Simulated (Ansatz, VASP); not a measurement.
**Sb: VASP beside Ansatz**

```
CELL_PARAMETERS angstrom
0.04610 2.32805 2.32805
2.32805 0.04610 2.32805
2.32805 2.32805 0.04610
ATOMIC_POSITIONS crystal
Sb 0.00000 0.00000 0.00000
```

Change from the starting cell: equal xy, yz and zx shear strains of +2 %, PAW files.

Alike in both runs: task electric field gradients; functional PBE; k mesh 12 × 12 × 12; occupations fermi-dirac, width 0.05 eV; no spin polarisation.

|  | VASP | Ansatz |
| --- | --- | --- |
| version | VASP 6.6.1 | Ansatz 0.2.0 |
| potentials or method | VASP PAW PBE potentials, release 64 (Sb) | PAW with Ansatz's default frozen-core files, scalar-relativistic |
| plane-wave cutoff (eV) | 520 | 420 |
| valence electrons in the cell | 5 | 15 |

```csv
,VASP,Ansatz,Ansatz less VASP
pressure (GPa),8.9,9.0,+0.13
largest component of the traceless stress (GPa),0.20,0.18,-0.015
Vzz of the field gradient on the site that differs most (V/Å²),-10.8,-12.5,-1.72
```

The two sets of potentials don't hold the same shells in valence. Ansatz warned: «gradients_without_spin_orbit».

Spin-orbit coupling is left out, which matters for the levels of Sb.
